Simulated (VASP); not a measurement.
# KI (I4/mmm) in VASP: a series of runs

The runs below take KI through single point, with PBE.

Everything below comes from runs of VASP 6.6.1. Logs are shortened: lines on timing, memory, paths and dates and some standing lists are left out, and cuts for length are marked.

### 1 The cell of the first run

Symmetry: I4/mmm, No. 139, tetragonal system. The conventional cell has a = 4.785 Å, b = 4.785 Å, c = 7.049 Å, α = 90.00°, β = 90.00°, γ = 90.00°. K (site symmetry 4/mmm) has 6 I at 3.38 to 3.52 Å as nearest neighbours. I (site symmetry 4/mmm) has 6 K at 3.38 to 3.52 Å as nearest neighbours.

### 2 Single point, PBE (strain -0.040 along x and y, +0.000 along z, atoms carried along)

Contents of INCAR:

```
  ALGO = Normal
  EDIFF = 1E-7
  ENCUT = 520
  GGA = PE
  ISIF = 2
  ISMEAR = 0
  LASPH = True
  LCHARG = True
  LELF = True
  LREAL = False
  LVHAR = True
  LWAVE = False
  NBANDS = 15
  NELM = 100
  PREC = Accurate
  SIGMA = 0.05
```

Contents of KPOINTS:

```
k-points
0
Gamma
  6 6 6
```

Contents of POSCAR:

```
KI
1.0
    0.0000000000      3.3835680000      3.5245500000
    3.3835680000      0.0000000000      3.5245500000
    3.3835680000      3.3835680000      0.0000000000
K I
1 1
Direct
    0.0000000000      0.0000000000      0.0000000000
    0.5000000000      0.5000000000      0.5000000000
```

Potentials or basis: VASP PAW PBE potentials, release 64 (K_sv, I).

Command:

```console
> cat potpaw_PBE.64/K_sv/POTCAR potpaw_PBE.64/I/POTCAR > POTCAR
> mpirun -np 1 vasp_std > vasp.out
```

OUTCAR:

```text
EDIFF = 1E-7
   ENCUT = 520
   GGA = PE
   ISIF = 2
   ISMEAR = 0
   LASPH = True
   LREAL = False
   NELM = 100
   PREC = Accurate

 ion  position               nearest neighbor table
   1  0.000  0.000  0.000-   2 3.38   2 3.38   2 3.38   2 3.38   2 3.52   2 3.52
   2  0.500  0.500  0.500-   1 3.38   1 3.38   1 3.38   1 3.38   1 3.52   1 3.52

  LATTYP: Found a body centered tetragonal cell.
 ALAT       =     4.7850877548
 C/A-ratio  =     1.4731391275

  Lattice vectors:

 A1 = (  -3.3835680000,   0.0000000000,   3.5245500000)
 A2 = (   3.3835680000,   0.0000000000,   3.5245500000)
 A3 = (   0.0000000000,   3.3835680000,  -3.5245500000)

Analysis of symmetry for initial positions (statically):
=====================================================================
 Subroutine PRICEL returns:
 Original cell was already a primitive cell.

 Routine SETGRP: Setting up the symmetry group for a
 body centered tetragonal supercell.

 Subroutine GETGRP returns: Found 16 space group operations
 (whereof 16 operations were pure point group operations)
 out of a pool of 16 trial point group operations.

The static configuration has the point symmetry D_4h.

Analysis of symmetry for dynamics (positions and initial velocities):
=====================================================================
 Subroutine PRICEL returns:
 Original cell was already a primitive cell.

 Routine SETGRP: Setting up the symmetry group for a
 body centered tetragonal supercell.

 Subroutine GETGRP returns: Found 16 space group operations
 (whereof 16 operations were pure point group operations)
 out of a pool of 16 trial point group operations.

The dynamic configuration has the point symmetry D_4h.

 Subroutine INISYM returns: Found 16 space group operations
 (whereof 16 operations are pure point group operations),
 and found     1 'primitive' translations

----------------------------------------------------------------------------------------

                                     Primitive cell

  volume of cell :      80.7018

  direct lattice vectors                    reciprocal lattice vectors
     0.000000000  3.383568000  3.524550000    -0.147773002  0.147773002  0.141862082
     3.383568000  0.000000000  3.524550000     0.147773002 -0.147773002  0.141862082
     3.383568000  3.383568000  0.000000000     0.147773002  0.147773002 -0.141862082

  length of vectors
     4.885794215  4.885794215  4.785087755     0.252583789  0.252583789  0.252583789

  position of ions in fractional coordinates (direct lattice)
     0.000000000  0.000000000  0.000000000
     0.500000000  0.500000000  0.500000000

[... 89 lines left out ...]
   EMIN   =  10.00;   EMAX   =-10.00  energy-range for DOS
   EFERMI =   0.00;   METHOD = LEGACY
   ISMEAR =     0;   SIGMA  =   0.05  broadening in eV -4-tet -1-fermi 0-gaus
   EFERMI_NEDOS =   21; number of points for ismear=-14 and -15
   IALGO  =     38    algorithm
   IMIX   =      4    mixing-type and parameters
     AMIX     =   0.40;   BMIX     =  1.00
     AMIX_MAG =   1.60;   BMIX_MAG =  1.00
  volume/ion in A,a.u.               =      40.35       272.30
  Fermi-wavevector in a.u.,A,eV,Ry     =   0.954598  1.803928 12.398398  0.911257
  Thomas-Fermi vector in A             =   2.083359
   LORBIT       =      0    0 simple, 1 ext, 2 COOP (PROOUT), +10 PAW based schemes
   GGA     = PE    functional components
   LHFCALC =     F    Hartree Fock is set to
   AEXX    =    0.0000 exact exchange contribution
   IVDW    =     0    specifies the selected vdW correction
   LEPSILON=     F    determine dielectric tensor
   LRPA    =     F    only Hartree local field effects (RPA)
 non-spin polarized calculation
 Gauss-broadening in eV      SIGMA  =   0.05
  energy-cutoff  :      520.00
  volume of cell :       80.70
 maximum number of plane-waves:      2200
   NGX = 19   NGY = 19   NGZ = 17

 number of electron      16.0000001 magnetization

 Free energy of the ion-electron system (eV)
  ---------------------------------------------------
  ext. energy  EPLUGINS =         0.00000000
  ---------------------------------------------------
  free energy    TOTEN  =        -5.48465180 eV

  energy without entropy =       -5.48465180  energy(sigma->0) =       -5.48465180

 E-fermi :   0.3043     XC(G=0):  -7.5288

 val. band max:        0.0846564801   @ k =   0.0000   0.0000   0.0000
 cond. band min:       4.2504420579   @ k =   0.0000   0.0000   0.0000
 fundamental gap:      4.1657855778
 Fermi energy:         0.3042597646

 k-point     1 :       0.0000    0.0000    0.0000
  band No.  band energies     occupation
      1     -28.2826      2.00000
      2     -11.7859      2.00000
      3     -11.7859      2.00000
      4     -11.7802      2.00000
      5     -10.5756      2.00000
      6       0.0577      2.00000
      7       0.0847      2.00000
      8       0.0847      2.00000
      9       4.2504      0.00000
     10       6.3487      0.00000
     11       6.6106      0.00000
     12       6.6106      0.00000
     13       7.2266      0.00000
     14       7.3836      0.00000
[... 401 lines left out ...]
      2     -11.8902      2.00000
      3     -11.8231      2.00000
      4     -11.8034      2.00000
      5     -10.3196      2.00000
      6      -1.0297      2.00000
      7      -0.5394      2.00000
      8      -0.3624      2.00000
      9       5.2888      0.00000
     10       6.5482      0.00000
     11       8.0508      0.00000
     12       8.4147      0.00000
     13       9.2615      0.00000
     14       9.5646      0.00000
     15      10.2795      0.00000

 [... further k-points ...]

------------------------ aborting loop because EDIFF is reached ----------------------------------------

  FORCE on cell =-STRESS in cart. coord.  units (eV):
  Direction    XX          YY          ZZ          XY          YZ          ZX
  --------------------------------------------------------------------------------------
  -------------------------------------------------------------------------------------
  Total        1.3517013      1.3517013      0.5534323      0.0000000     -0.0000000      0.0000000
  in kB       26.8353841     26.8353841     10.9873154      0.0000000     -0.0000000      0.0000000
  external PRESSURE =      21.5526945 kB  Pullay stress =       0.0000000 kB

 VOLUME and BASIS-vectors are now :
 -----------------------------------------------------------------------------
  energy-cutoff  :      520.00
  volume of cell :       80.70
      direct lattice vectors                 reciprocal lattice vectors
     0.000000000  3.383568000  3.524550000    -0.147773002  0.147773002  0.141862082
     3.383568000  0.000000000  3.524550000     0.147773002 -0.147773002  0.141862082
     3.383568000  3.383568000  0.000000000     0.147773002  0.147773002 -0.141862082

 POSITION                                       TOTAL-FORCE (eV/Angst)
 -----------------------------------------------------------------------------------
      0.00000      0.00000      0.00000         0.000000      0.000000      0.000000
      3.38357      3.38357      3.52455        -0.000000      0.000000     -0.000000
 -----------------------------------------------------------------------------------
    total drift:                                0.000000      0.000000      0.000000

  FREE ENERGIE OF THE ION-ELECTRON SYSTEM (eV)
  ---------------------------------------------------
  free  energy   TOTEN  =        -5.4846517992 eV

  energy  without entropy=       -5.4846517992  energy(sigma->0) =       -5.48465180
```

Run time: 30 s. Hardware: 1 thread of Intel Xeon Platinum 8488C (Sapphire Rapids), shared host; peak memory 0.21 GiB.

Results:

* Free energy: -5.4847 eV
* Pressure: 2.2 GPa
* Band gap on the k mesh: 4.17 eV, direct

Caveat: spin-orbit coupling is left out, which moves the levels of the heavy elements.

### 3 Single point, PBE (strain -0.080 along x and y, -0.040 along z, atoms carried along)

Contents of INCAR:

```
  PREC = Accurate
  ENCUT = 520
  EDIFF = 1E-6
  ISMEAR = 0
  SIGMA = 0.05
  LREAL = F
  LASPH = T
  NELM = 60
  ALGO = Fast
  ISIF = 2
  LWAVE = F
  LCHARG = T
  GGA = PE
  LELF = T
  LVHAR = T
  NBANDS = 15
```

Contents of KPOINTS:

```
regular mesh
0
Gamma
  6 6 6
```

Contents of POSCAR:

```
KI
1.0
    0.0000000000      3.2425860000      3.3835680000
    3.2425860000      0.0000000000      3.3835680000
    3.2425860000      3.2425860000      0.0000000000
K I
1 1
Direct
    0.0000000000      0.0000000000      0.0000000000
    0.5000000000      0.5000000000      0.5000000000
```

Potentials or basis: VASP PAW PBE potentials, release 64 (K_sv, I).

Command:

```console
> cat potpaw_PBE.64/K_sv/POTCAR potpaw_PBE.64/I/POTCAR > POTCAR
> mpirun -np 1 vasp_std > vasp.out
```

It took 40 s on 1 thread of Intel Xeon Platinum 8488C (Sapphire Rapids), shared host; peak memory 0.21 GiB.

Results (log left out):

```
Free energy            : -5.2654 eV
Pressure               : 5.5 GPa
Band gap on the k mesh : 4.43 eV, indirect (least direct gap 4.50 eV)
```

Stress tensor (GPa, compression positive):
```
6.44 0.00 0.00
0.00 6.44 0.00
0.00 0.00 3.56
```

Levels at points of the mesh, in eV from the valence-band top:
| k point | band 6 | band 7 | band 8 | band 9 | band 10 | band 11 |
| --- | --- | --- | --- | --- | --- | --- |
| (0.00, 0.00, 0.00) | -0.06 | 0.00 | 0.00 | 4.50 | 6.09 | 6.39 |
| (0.50, 0.00, 0.00) | -1.92 | -0.61 | -0.58 | 5.68 | 8.17 | 8.38 |
| (0.50, 0.50, 0.00) | -1.45 | -0.45 | -0.45 | 4.47 | 6.29 | 8.15 |
| (0.50, 0.00, 0.50) | -1.34 | -0.56 | -0.55 | 4.43 | 6.25 | 8.27 |

Caveat: spin-orbit coupling is left out, which moves the levels of the heavy elements.

### 4 Single point, PBE (strain +0.040 along x and y, -0.080 along z, atoms carried along)

Contents of INCAR:

```
SYSTEM = KI
PREC     = Accurate       ! precision mode
ENCUT    = 520            ! plane-wave cutoff, eV
EDIFF    = 1E-7           ! SCF threshold, eV
ISMEAR   = 0              ! smearing method
SIGMA    = 0.05           ! smearing width, eV
LREAL    = .FALSE.        ! projectors in reciprocal space
LASPH    = .TRUE.         ! aspherical terms in the spheres
NELM     = 100            ! most SCF steps
ALGO     = Normal         ! electronic algorithm
ISIF     = 2              ! what is computed and relaxed
LWAVE    = .FALSE.        ! write WAVECAR
LCHARG   = .FALSE.        ! write CHGCAR
GGA      = PE             ! functional
NBANDS   = 15             ! bands
```

Contents of KPOINTS:

```
Automatic mesh
0
G
  6 6 6
  0 0 0
```

Contents of POSCAR:

```
KI
1.0
    0.0000000000      3.6655320000      3.2425860000
    3.6655320000      0.0000000000      3.2425860000
    3.6655320000      3.6655320000      0.0000000000
K I
1 1
Direct
    0.0000000000      0.0000000000      0.0000000000
    0.5000000000      0.5000000000      0.5000000000
```

Potentials or basis: VASP PAW PBE potentials, release 64 (K_sv, I).

Command:

```console
> cat potpaw_PBE.64/K_sv/POTCAR potpaw_PBE.64/I/POTCAR > POTCAR
> mpirun -np 1 vasp_std > vasp.out
```

OUTCAR:

```text
SYSTEM = KI
   PREC = Accurate
   ENCUT = 520
   EDIFF = 1E-7
   ISMEAR = 0
   LREAL = .FALSE.
   LASPH = .TRUE.
   NELM = 100
   ISIF = 2
   GGA = PE

 ion  position               nearest neighbor table
   1  0.000  0.000  0.000-   2 3.24   2 3.24   2 3.67   2 3.67   2 3.67   2 3.67
   2  0.500  0.500  0.500-   1 3.24   1 3.24   1 3.67   1 3.67   1 3.67   1 3.67

  LATTYP: Found a body centered tetragonal cell.
 ALAT       =     5.1838450677
 C/A-ratio  =     1.2510350744

  Lattice vectors:

 A1 = (   0.0000000000,  -3.6655320000,  -3.2425860000)
 A2 = (   0.0000000000,   3.6655320000,  -3.2425860000)
 A3 = (   3.6655320000,   0.0000000000,   3.2425860000)

Analysis of symmetry for initial positions (statically):
=====================================================================
 Subroutine PRICEL returns:
 Original cell was already a primitive cell.

 Routine SETGRP: Setting up the symmetry group for a
 body centered tetragonal supercell.

 Subroutine GETGRP returns: Found 16 space group operations
 (whereof 16 operations were pure point group operations)
 out of a pool of 16 trial point group operations.

The static configuration has the point symmetry D_4h.

[... 178 lines left out ...]
      9       3.6044      0.00000
     10       5.9253      0.00000
     11       5.9253      0.00000
     12       6.5983      0.00000
     13       6.6720      0.00000
     14       7.2188      0.00000
[... 401 lines left out ...]
      2     -12.3881      2.00000
      3     -12.3347      2.00000
      4     -12.3082      2.00000
      5     -10.6952      2.00000
      6      -1.3561      2.00000
      7      -0.8654      2.00000
      8      -0.6495      2.00000
      9       5.0372      0.00000
     10       5.9261      0.00000
     11       7.3184      0.00000
     12       7.9333      0.00000
     13       8.4623      0.00000
     14       9.0019      0.00000
     15       9.2524      0.00000

 [... further k-points ...]

------------------------ aborting loop because EDIFF is reached ----------------------------------------

  FORCE on cell =-STRESS in cart. coord.  units (eV):
  Direction    XX          YY          ZZ          XY          YZ          ZX
  --------------------------------------------------------------------------------------
  -------------------------------------------------------------------------------------
  Total       -0.0568886     -0.0568886      2.4569206      0.0000000      0.0000000     -0.0000000
  in kB       -1.0460211     -1.0460211     45.1758345      0.0000000      0.0000000     -0.0000000
  external PRESSURE =      14.3612641 kB  Pullay stress =       0.0000000 kB

 VOLUME and BASIS-vectors are now :
 -----------------------------------------------------------------------------
  energy-cutoff  :      520.00
  volume of cell :       87.14
      direct lattice vectors                 reciprocal lattice vectors
     0.000000000  3.665532000  3.242586000    -0.136405848  0.136405848  0.154197915
     3.665532000  0.000000000  3.242586000     0.136405848 -0.136405848  0.154197915
     3.665532000  3.665532000  0.000000000     0.136405848  0.136405848 -0.154197915

 POSITION                                       TOTAL-FORCE (eV/Angst)
 -----------------------------------------------------------------------------------
      0.00000      0.00000      0.00000         0.000000      0.000000      0.000000
      3.66553      3.66553      3.24259         0.000000     -0.000000      0.000000
 -----------------------------------------------------------------------------------
    total drift:                                0.000000      0.000000      0.000000

  FREE ENERGIE OF THE ION-ELECTRON SYSTEM (eV)
  ---------------------------------------------------
  free  energy   TOTEN  =        -5.4586719817 eV

  energy  without entropy=       -5.4586719817  energy(sigma->0) =       -5.45867198
```

stdout:

```text
POSCAR found type information on POSCAR K I
 POSCAR found :  2 types and       2 ions
 scaLAPACK will be used
 LDA part: xc-table for (Slater+PW92), standard interpolation
 POSCAR, INCAR and KPOINTS ok, starting setup
 FFT: planning ... GRIDC
 FFT: planning ... GRID_SOFT
 FFT: planning ... GRID
 WAVECAR not read
 entering main loop
```

It took 29 s on 1 thread of Intel Xeon Platinum 8488C (Sapphire Rapids), shared host; peak memory 0.22 GiB.

What came out:

* Free energy: -5.4587 eV
* Pressure: 1.4 GPa
* Band gap on the k mesh: 3.92 eV, direct

Levels at points of the mesh, in eV from the valence-band top:
```tsv
k point	band 4	band 5	band 6	band 7	band 8	band 9	band 10	band 11	band 12	band 13
(0.00, 0.00, 0.00)	-11.99	-10.58	-0.05	-0.05	0.00	3.92	6.24	6.24	6.91	6.98
(0.50, 0.00, 0.00)	-11.99	-10.22	-1.41	-0.43	-0.39	5.47	7.64	7.70	8.71	8.75
(0.50, 0.50, 0.00)	-12.01	-10.41	-0.91	-0.55	-0.55	4.79	5.86	8.31	8.85	9.11
(0.50, 0.00, 0.50)	-11.99	-10.45	-1.10	-0.37	-0.29	4.94	5.77	7.97	8.60	8.83
```

Caveat: spin-orbit coupling is left out, which moves the levels of the heavy elements.

### 5 Summary

```tsv
cell	gap on the mesh (eV)	pressure (GPa)
strain -0.040 along x and y, +0.000 along z, atoms carried along	4.17	2.2
strain -0.080 along x and y, -0.040 along z, atoms carried along	4.43	5.5
strain +0.040 along x and y, -0.080 along z, atoms carried along	3.92	1.4
```

Alike in all rows: task single point; level PBE; potentials or basis VASP PAW PBE potentials, release 64 (K_sv, I); no spin polarisation; k mesh 6 × 6 × 6; cutoff (eV) 520; smearing gaussian 0.05 eV.

Caveats: spin-orbit coupling is left out, which moves the levels of the heavy elements.

Total energies depend on the potentials used, so only differences within one code and one set of settings carry meaning.
